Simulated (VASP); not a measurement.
# MgO (Fm-3m) in VASP: further runs, part 2 of 2

VASP 6.6.1. The steps go on from the part before.

## (6) Single point, LDA

INCAR

```
PREC = Accurate
ENCUT = 400
EDIFF = 0.01
ISMEAR = 0
SIGMA = 0.05
LREAL = False
LASPH = True
NELM = 100
ALGO = Normal
ISIF = 2
LWAVE = False
LCHARG = False
GGA = CA
NBANDS = 11
ADDGRID = False
```

KPOINTS

```
regular mesh
0
Gamma
  4 4 4
```

POSCAR

```
MgO
1.0
    0.0000000000      2.0970013927      2.0970013927
    2.0970013927      0.0000000000      2.0970013927
    2.0970013927      2.0970013927      0.0000000000
Mg O
1 1
Direct
    0.0000000000      0.0000000000      0.0000000000
    0.5000000000      0.5000000000      0.5000000000
```

Potentials or basis: VASP PAW LDA potentials, release 64 (Mg, O).

Command:

```bash
> cat potpaw_LDA.64/Mg/POTCAR potpaw_LDA.64/O/POTCAR > POTCAR
> mpirun -np 1 vasp_std > vasp.out
```

OUTCAR:

```text
PREC = Accurate
   ENCUT = 400
   EDIFF = 0.01
   ISMEAR = 0
   LREAL = False
   LASPH = True
   NELM = 100
   ISIF = 2
   GGA = CA

 Found      8 irreducible k-points:

 Following reciprocal coordinates:
            Coordinates               Weight
  0.000000  0.000000  0.000000      1.000000
  0.250000  0.000000  0.000000      8.000000
  0.500000  0.000000  0.000000      4.000000
  0.250000  0.250000  0.000000      6.000000
  0.500000  0.250000  0.000000     24.000000
 -0.250000  0.250000  0.000000     12.000000
   k-points           NKPTS =      8   k-points in BZ     NKDIM =      8   number of bands    NBANDS=     11
   number of dos      NEDOS =    301   number of ions     NIONS =      2
   total plane-waves  NPLWV =   8000
   dimension x,y,z NGX =    20 NGY =   20 NGZ =   20
   dimension x,y,z NGXF=    40 NGYF=   40 NGZF=   40
   ions per type =               1   1
   NGX,Y,Z   is equivalent  to a cutoff of  11.21, 11.21, 11.21 a.u.
   NGXF,Y,Z  is equivalent  to a cutoff of  22.42, 22.42, 22.42 a.u.
 SYSTEM =  unknown system
   PREC   = accura    normal or accurate (medium, high low for compatibility)
   ISTART =      0    job   : 0-new  1-cont  2-samecut
   ICHARG =      2    charge: 1-file 2-atom 10-const
   ISPIN  =      1    spin polarized calculation?
   LNONCOLLINEAR =      F non collinear calculations
   LSORBIT =      F    spin-orbit coupling
   LASPH  =      T    aspherical Exc in radial PAW
   ENCUT  =  400.0 eV  29.40 Ry    5.42 a.u.   4.84  4.84  4.84*2*pi/ulx,y,z
   NELM   =    100;   NELMIN=  2; NELMDL= -5     # of ELM steps
   EDIFF  = 0.1E-01   stopping-criterion for ELM
   LREAL  =      F    real-space projection
   EDIFFG = 0.1E+00   stopping-criterion for IOM
   NSW    =      0    number of steps for IOM
   IBRION =     -1    ionic relax: 0-MD 1-quasi-New 2-CG
   NFREE  =      0    steps in history (QN), initial steepest desc. (CG)
   ISIF   =      2    stress and relaxation
   ISYM   =      2    0-nonsym 1-usesym 2-fastsym
   POTIM  = 0.5000    time-step for ionic-motion
   TEBEG  =    0.0;   TEEND  =   0.0 temperature during run
   PSTRESS=    0.0 pullay stress
   NELECT =       8.0000    total number of electrons
   NUPDOWN=      -1.0000    fix difference up-down
   EMIN   =  10.00;   EMAX   =-10.00  energy-range for DOS
   EFERMI =   0.00;   METHOD = LEGACY
   ISMEAR =     0;   SIGMA  =   0.05  broadening in eV -4-tet -1-fermi 0-gaus
   EFERMI_NEDOS =   21; number of points for ismear=-14 and -15
   IALGO  =     38    algorithm
   IMIX   =      4    mixing-type and parameters
     AMIX     =   0.40;   BMIX     =  1.00
     AMIX_MAG =   1.60;   BMIX_MAG =  1.00
  volume/ion in A,a.u.               =       9.22        62.23
  Fermi-wavevector in a.u.,A,eV,Ry     =   1.239261  2.341864 20.895389  1.535768
  Thomas-Fermi vector in A             =   2.373752
   LORBIT       =      0    0 simple, 1 ext, 2 COOP (PROOUT), +10 PAW based schemes
   GGA     = CA    functional components
   LHFCALC =     F    Hartree Fock is set to
   AEXX    =    0.0000 exact exchange contribution
   IVDW    =     0    specifies the selected vdW correction
   LEPSILON=     F    determine dielectric tensor
   LRPA    =     F    only Hartree local field effects (RPA)
 non-spin polarized calculation
 Gauss-broadening in eV      SIGMA  =   0.05
  energy-cutoff  :      400.00
  volume of cell :       18.44
 maximum number of plane-waves:       344
   NGX =  9   NGY =  9   NGZ =  9

 number of electron       7.9999991 magnetization

 Free energy of the ion-electron system (eV)
  ---------------------------------------------------
  ext. energy  EPLUGINS =         0.00000000
  ---------------------------------------------------
  free energy    TOTEN  =       -13.44834110 eV

  energy without entropy =      -13.44834110  energy(sigma->0) =      -13.44834110

 E-fermi :   3.3059     XC(G=0): -11.6491

 val. band max:        2.9704478157   @ k =   0.0000   0.0000   0.0000
 cond. band min:       7.7559721685   @ k =   0.0000   0.0000   0.0000
 fundamental gap:      4.7855243528
 Fermi energy:         3.3059146165

 k-point     1 :       0.0000    0.0000    0.0000
  band No.  band energies     occupation
      1     -14.0918      2.00000
      2       2.9704      2.00000
      3       2.9704      2.00000
      4       2.9704      2.00000
      5       7.7560      0.00000
      6      18.5817      0.00000
      7      18.5817      0.00000
      8      18.5817      0.00000
      9      22.6338      0.00000
     10      24.3031      0.00000
     11      24.3031      0.00000
[... 57 lines left out ...]
 k-point     6 :      -0.2500    0.2500    0.0000
  band No.  band energies     occupation
      1     -12.7902      2.00000
      2      -0.6190      2.00000
      3       0.9043      2.00000
      4       2.2923      2.00000
      5      12.4288      0.00000
      6      14.6544      0.00000
      7      16.8670      0.00000
      8      20.3303      0.00000
      9      22.7922      0.00000
     10      23.8310      0.00000
     11      28.5557      0.00000

 [... further k-points ...]
[... 5 lines left out ...]
  --------------------------------------------------------------------------------------
  -------------------------------------------------------------------------------------
  Total       -1.0386289     -1.0386289     -1.0386289      0.0000000     -0.0000000     -0.0000000
  in kB      -90.2287240    -90.2287240    -90.2287240      0.0000000     -0.0000000     -0.0000000
  external PRESSURE =     -90.2287240 kB  Pullay stress =       0.0000000 kB

 VOLUME and BASIS-vectors are now :
 -----------------------------------------------------------------------------
  energy-cutoff  :      400.00
  volume of cell :       18.44
      direct lattice vectors                 reciprocal lattice vectors
     0.000000000  2.097001393  2.097001393    -0.238435702  0.238435702  0.238435702
     2.097001393  0.000000000  2.097001393     0.238435702 -0.238435702  0.238435702
     2.097001393  2.097001393  0.000000000     0.238435702  0.238435702 -0.238435702

 POSITION                                       TOTAL-FORCE (eV/Angst)
 -----------------------------------------------------------------------------------
      0.00000      0.00000      0.00000        -0.000000      0.000000     -0.000000
      2.09700      2.09700      2.09700         0.000000     -0.000000      0.000000
 -----------------------------------------------------------------------------------
    total drift:                                0.000000      0.000000      0.000000

  FREE ENERGIE OF THE ION-ELECTRON SYSTEM (eV)
  ---------------------------------------------------
  free  energy   TOTEN  =       -13.4483410953 eV

  energy  without entropy=      -13.4483410953  energy(sigma->0) =      -13.44834110
```

OSZICAR:

```text
N       E                     dE             d eps       ncg     rms          rms(c)
DAV:   1     0.771341946445E+01    0.77134E+01   -0.40917E+03   208   0.520E+02
DAV:   2    -0.145868909283E+02   -0.22300E+02   -0.21976E+02   208   0.119E+02
DAV:   3    -0.150009404684E+02   -0.41405E+00   -0.41390E+00   209   0.144E+01
DAV:   4    -0.150017383500E+02   -0.79788E-03   -0.79787E-03   186   0.736E-01
DAV:   5    -0.150017413583E+02   -0.30084E-05   -0.30082E-05   118   0.411E-02    0.694E+00
DAV:   6    -0.135129813606E+02    0.14888E+01   -0.82673E+00   188   0.154E+01    0.222E+00
DAV:   7    -0.134732943879E+02    0.39687E-01   -0.50823E-02   179   0.192E+00    0.131E+00
DAV:   8    -0.134486673601E+02    0.24627E-01   -0.29251E-02   179   0.171E+00    0.221E-01
DAV:   9    -0.134483410953E+02    0.32626E-03   -0.38165E-04    97   0.137E-01
   1 F= -.13448341E+02 E0= -.13448341E+02  d E =-.371634E-22
```

Run time: 2 s. Hardware: 1 thread of AMD EPYC 9R45 (Zen 5), shared host; peak memory 0.08 GiB.

These settings aren't checked as converged: the numbers below hold their error.

Results:

| Quantity | Value |
| --- | --- |
| Free energy | -13.4483 eV |
| Band gap on the k mesh | 4.79 eV, direct |

Caveat: the k mesh is coarse (spacing up to 0.65 Å⁻¹), so the values aren't converged; the cutoff is under 1.25 times the usual one of these potentials, so pressure, stress and relaxed cells hold a basis-set (Pulay) error.

## (7) The reference run

An earlier run on the cell as given: functional PBE; potentials or basis VASP PAW PBE potentials, release 64 (Mg, O); cutoff 520 eV; k mesh 11 × 11 × 11; occupations fermi-dirac, width 0.05 eV; no spin polarisation.

- Pressure: 6.2 GPa
- Band gap on the k mesh: 4.85 eV, direct
